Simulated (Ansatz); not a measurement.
Runs of Ansatz 0.2.0 on Al2Au. It takes space group Fm-3m (No. 225, cubic). The conventional cell has a = 6.000 Å, b = 6.000 Å, c = 6.000 Å, α = 90.00°, β = 90.00°, γ = 90.00°. Au (site symmetry m-3m) is surrounded by 8 Al at 2.60 Å. Al (site symmetry -43m) has 4 Au at 2.60 Å as nearest neighbours. 

```csv
level,cutoff (eV),gap on the mesh (eV),pressure (GPa),relaxed volume (Å³/atom)
r2SCAN,500,none,0.0,18.07
PBEsol,420,none,0.0,(a)
RPBE,420,none,0.0,(b)
LDA,420,none,0.0,17.60
BLYP,420,none,0.0,19.30
revPBE,420,none,0.0,18.81
```

Alike in all rows: task relaxation of cell and atoms; potentials or basis Ansatz PAW; no spin polarisation; cell relaxed; k mesh 8 × 8 × 8; smearing fermi-dirac 0.05 eV.

Problem. Fill in the values left out.

Solution. (a) 18.01; (b) 18.90.

Caveats: the plane-wave basis is chosen anew once the cell has moved, so the energies of steps on either side of that aren't comparable; the PAW data sets come from PBE, with cores solved anew for the run's functional, which leaves a small shift of forces and pressure.

A k mesh can miss the band edges, and the runs leave out spin-orbit coupling on Au.

A gap of «none» marks a metal or a gap under the smearing width.

Runs at the PBE level aren't shown here.
